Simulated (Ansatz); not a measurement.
**Relaxation of AgI**

The calculation used DFT PBE, scalar-relativistic, plane waves, PAW (Ansatz 0.2.0). Run with 420 eV cutoff, 6×6×4 k-mesh, Gaussian smearing of 0.02 eV, no spin polarisation.

What was changed: biaxial strain in the a-b plane, c and atoms relaxed: +4.5 %.

Command:

```bash
ansatz run input.yaml --threads 1 --pin off --max-ram 2560MiB --backend cpu --events-out ev --progress --plain --runs-dir out
```

Input:

```yaml
crystal:
  lattice:
    - [4.8971696966, 0.0, 0.0]
    - [-2.4485848483, 4.2410733639, 0.0]
    - [0.0, 0.0, 7.4542819391]
  atoms:
    - { symbol: Ag, position: [0.3333333333, 0.6666666667, -0.0049789708] }
    - { symbol: Ag, position: [0.6666666667, 0.3333333333, 0.4950210292] }
    - { symbol: I, position: [0.3333333333, 0.6666666667, 0.3848789708] }
    - { symbol: I, position: [0.6666666667, 0.3333333333, 0.8848789708] }
basis:
  ecutwfc: 420
kpoints:
  mp_grid: { grid: [6, 6, 4] }
hamiltonian:
  xc: pbe
scf:
  occupations: { method: gaussian, width: 0.02 }
output:
  forces: true
  stress: true
  eigenvalues: true
relax:
  adjacent_minimum: "off"
  f_tol: 0.008
  max_steps: 40
  cell: { stress_tol: 0.015, fix: [a, b, gamma] }
```

F is the free energy. Steps run on the plane waves of an earlier cell, but the last one, and at times one on the way, on a freshly chosen basis, so a repeated geometry can differ a little in energy. The held parts of the cell keep their stress, so P needn't end at zero.

Steps:

```csv
step,F − F(1) (eV),largest force component (eV/Å),V (Å³/atom),P (GPa)
1,0.0000,0.012,38.705,-1.35
2,-0.0038,0.015,38.306,-1.17
3,-0.0050,0.001,38.012,-1.05
4,-0.0045,0.001,38.012,-1.05
```

Relaxed structure:

```
CELL_PARAMETERS angstrom
4.89717 0.00000 0.00000
-2.44858 4.24107 0.00000
0.00000 0.00000 7.32089
ATOMIC_POSITIONS crystal
Ag 0.33333 0.66667 0.99154
Ag 0.66667 0.33333 0.49154
I 0.33333 0.66667 0.38836
I 0.66667 0.33333 0.88836
```

The structure is hexagonal, space group P6_3mc (No. 186). The conventional cell has a = 4.897 Å, b = 4.897 Å, c = 7.321 Å, α = 90.00°, β = 90.00°, γ = 120.00°. Around Ag (site symmetry 3m) lie 4 I at 2.91 to 2.93 Å. Around I (site symmetry 3m) lie 4 Ag at 2.91 to 2.93 Å.

The run converged. It took 58 s on 1 thread of Arm Neoverse V1 (shared host), peak memory 0.42 GiB.